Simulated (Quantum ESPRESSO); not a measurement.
## Re: equation of state with PBE

The system is Re.

```
Re
1.0
     2.76639    0.00000    0.00000
    -1.38319    2.39576    0.00000
     0.00000    0.00000    8.93885
Re
4
Direct
  0.66667 0.33333 0.75000
  0.00000 0.00000 0.50000
  0.33333 0.66667 0.25000
  0.00000 0.00000 0.00000
```

```json
{"Program": "Quantum ESPRESSO 7.5", "Task": "equation of state", "Functional": "PBE", "Potentials or basis": "SSSP 1.3 efficiency PBE", "Cutoff": "748 eV", "Density cutoff": "5987 eV", "k mesh": "11 × 11 × 3", "Occupations": "fermi-dirac, width 0.05 eV", "Spin": "no spin polarisation", "Mixing beta": "0.5", "Most SCF iterations": "120", "SCF threshold": "8e-10 Ry"}
```

```yaml
Equilibrium_volume: 14.95 Å³/atom
Bulk_modulus_at_fixed_shape_and_positions: 365 GPa
Pressure_derivative_of_the_bulk_modulus: 4.4
```

Energy against volume, from the lowest point:
```tsv
volume (Å³/atom)	energy (meV/atom)
13.922	89.41
14.218	42.80
14.515	13.57
14.811	0.00
15.107	0.49
15.403	13.61
15.699	38.08
```

All runs of the series together: 5.9 min on 2 threads of Arm Neoverse V1, with other jobs on the host.

Caveat: the cell was scaled at fixed shape and fractional positions, which overstates the stiffness of a crystal with free parameters, most of all of layers and chains. The run has no spin-orbit coupling, so splittings on Re are missing.
